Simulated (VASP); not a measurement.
Write the native input for VASP 6.6.1 that does the following.

```yaml
Task: single point
Functional: PBEsol
Potentials_or_basis: VASP PAW PBE potentials, release 64 (Hf_pv, S)
Cutoff: 520 eV
k_mesh: 9 × 9 × 3
Occupations: fermi-dirac, width 0.05 eV
Spin: no spin polarisation
Ladder: free
Further_INCAR_settings: ALGO = Normal; EDIFF = 1e-07; NBANDS = 35
```

The structure of Hf2S lies in POSCAR:

```
Hf2S
1.0
    3.3742737662      0.0000000000      0.0000000000
   -1.6871368831      2.9222068008      0.0000000000
    0.0000000000      0.0000000000     11.7174070300
Hf S
4 2
Direct
    0.3413330000      0.6597560000      0.1003580000
    0.6693530000      0.3429710000      0.6022070000
    0.3264080000      0.6690370000      0.3946180000
    0.6534750000      0.3397600000      0.9024220000
   -0.0164320000     -0.0038380000      0.2482260000
   -0.0065200000     -0.0174960000      0.7517880000
```

The cell comes from a database or a generator and needn't be the stable form of this composition.

The cell isn't the ideal one: atoms moved at random, drawn with an rms of 0.05 Å.

One way to write it, as run:

INCAR

```
SYSTEM = Hf2S
ALGO = Normal ; EDIFF = 1E-7
ENCUT = 520 ; GGA = PS
ISIF = 2 ; ISMEAR = -1
KPAR = 2 ; LASPH = .True.
LCHARG = .True. ; LREAL = .False.
LVHAR = .True. ; LWAVE = .False.
NBANDS = 35 ; NELM = 100
PREC = Accurate ; SIGMA = 0.05
```

KPOINTS

```
k-points
0
Gamma
  9 9 3
  0 0 0
```

Potentials or basis: VASP PAW PBE potentials, release 64 (Hf_pv, S).

The run is started by

```sh
$ cat potpaw_PBE.64/Hf_pv/POTCAR potpaw_PBE.64/S/POTCAR > POTCAR
$ mpirun -np 2 vasp_std > vasp.out
```

Results of the run:

```
Pressure               : -3.0 GPa
Largest force          : 0.699 eV/Å
Band gap on the k mesh : none (metal or under the smearing width)
```

Caveat: the PAW data sets were made with another functional, which shifts forces and pressure a little.

Run time: 3 min on 2 MPI ranks on AMD EPYC 9R45 (Zen 5) (shared host), peak memory 0.48 GiB a rank.
